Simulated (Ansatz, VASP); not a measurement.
## Two plane-wave programs on Hg2Se

File INCAR:

```
  PREC = Accurate
  ENCUT = 600
  EDIFF = 1E-6
  ISMEAR = 0
  SIGMA = 0.1
  LREAL = False
  LASPH = True
  NELM = 60
  ALGO = Normal
  ISIF = 3
  LWAVE = False
  LCHARG = False
  GGA = PE
  IBRION = 2
  NSW = 100
  EDIFFG = -0.01
```

File KPOINTS:

```
Automatic mesh
0
Gamma
  12 12 12
```

The input POSCAR:

```
Hg2Se
1.0
    0.0000000000      3.3900208400      3.3900208400
    3.3900208400      0.0000000000      3.3900208400
    3.3900208400      3.3900208400      0.0000000000
Hg Se
2 1
Direct
    0.2500000000      0.2500000000      0.2500000000
    0.7500000000      0.7500000000      0.7500000000
    0.0000000000      0.0000000000      0.0000000000
```

Input for Ansatz:

```yaml
crystal:
  lattice:
    - [0.0, 3.39002084, 3.39002084]
    - [3.39002084, 0.0, 3.39002084]
    - [3.39002084, 3.39002084, 0.0]
  atoms:
    - { symbol: Hg, position: [0.25, 0.25, 0.25] }
    - { symbol: Hg, position: [0.75, 0.75, 0.75] }
    - { symbol: Se, position: [0.0, 0.0, 0.0] }
basis:
  ecutwfc: 420
kpoints:
  mp_grid: { grid: [12, 12, 12] }
hamiltonian:
  xc: pbe
scf:
  occupations: { method: gaussian, width: 0.1 }
output:
  forces: true
  stress: true
  eigenvalues: true
  write_density: true
  write_potential: true
  elf: true
  volumetric_format: npy
relax:
  adjacent_minimum: "off"
  f_tol: 0.01
  max_steps: 80
  cell: { stress_tol: 0.05 }
```

Change from the starting cell: species swapped into the CeH2 type (Fm-3m, No. 225).

Alike in both runs: task relaxation of cell and atoms; functional PBE; k mesh 12 × 12 × 12; occupations gaussian, width 0.1 eV; no spin polarisation.

|  | VASP | Ansatz |
| --- | --- | --- |
| version | VASP 6.6.1 | Ansatz 0.2.0 |
| potentials or method | VASP PAW PBE potentials, release 64 (Hg, Se) | scalar-relativistic, plane waves, PAW |
| plane-wave cutoff (eV) | 600 | 420 |
| valence electrons in the cell | 30 | 56 |

Ansatz gave:

* gap on the k mesh at the Fermi level, each at its own relaxed structure (eV): none
* relaxed volume (Å³/atom): 28.34
* relaxed cell length with the largest relative difference (Å): 4.935
* energy change over the relaxation (meV/atom): -25

Question: What did VASP give for the same quantities?

Answer: gap on the k mesh at the Fermi level, each at its own relaxed structure (eV): none; relaxed volume (Å³/atom): 28.44; relaxed cell length with the largest relative difference (Å): 4.941; energy change over the relaxation (meV/atom): -28.

A gap of «none» marks a metal or a gap that the smearing closes. The two sets of potentials don't hold the same shells in valence.

The runs have no spin-orbit coupling, so splittings on Hg are missing.
